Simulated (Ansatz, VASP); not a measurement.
**MgS in VASP and in Ansatz**

INCAR

```
SYSTEM = MgS
PREC = Accurate ; ENCUT = 520
EDIFF = 1E-6 ; ISMEAR = 0
SIGMA = 0.05 ; LREAL = .FALSE.
LASPH = .TRUE. ; NELM = 60
ALGO = Normal ; ISIF = 2
LWAVE = .FALSE. ; LCHARG = .FALSE.
GGA = PS ; NBANDS = 11
```

KPOINTS

```
Automatic mesh
0
G
  8 8 8
  0 0 0
```

Contents of POSCAR:

```
MgS
1.0
    0.0000000000      2.4715675000      2.6666912500
    2.4715675000      0.0000000000      2.6666912500
    2.4715675000      2.4715675000      0.0000000000
Mg S
1 1
Direct
    0.0000000000      0.0000000000      0.0000000000
    0.5000000000      0.5000000000      0.5000000000
```

Input for Ansatz:

```yaml
crystal:
  lattice:
    - [0.0, 2.4715675, 2.66669125]
    - [2.4715675, 0.0, 2.66669125]
    - [2.4715675, 2.4715675, 0.0]
  atoms:
    - { symbol: Mg, position: [0.0, 0.0, 0.0] }
    - { symbol: S, position: [0.5, 0.5, 0.5] }
basis:
  ecutwfc: 420
kpoints:
  mp_grid: { grid: [8, 8, 8] }
hamiltonian:
  xc: pbesol
scf:
  occupations: { method: gaussian, width: 0.05 }
output:
  forces: true
  stress: true
  eigenvalues: true
```

Change from the starting cell: strain -0.050 along x and y, +0.025 along z, atoms carried along.

Alike in both runs: task single point; functional PBEsol; k mesh 8 × 8 × 8; occupations gaussian, width 0.05 eV; no spin polarisation.

|  | VASP | Ansatz |
| --- | --- | --- |
| version | VASP 6.6.1 | Ansatz 0.2.0 |
| potentials or method | VASP PAW PBE potentials, release 64 (Mg, S) | scalar-relativistic, plane waves, PAW |
| plane-wave cutoff (eV) | 520 | 420 |
| valence electrons in the cell | 8 | 16 |

VASP gave:

* gap on the k mesh at the Fermi level (eV): 2.59
* least direct gap on the mesh (eV): 4.05
* pressure (GPa): 6.8
* largest component of the traceless stress (GPa): 7.28

What did Ansatz give for the same quantities?

gap on the k mesh at the Fermi level (eV): 2.58; least direct gap on the mesh (eV): 4.04; pressure (GPa): 7.0; largest component of the traceless stress (GPa): 7.28.

The two sets of potentials don't hold the same shells in valence.

Caveats: the PAW data sets were made with another functional, which shifts forces and pressure a little (VASP). A k mesh can miss the band edges.
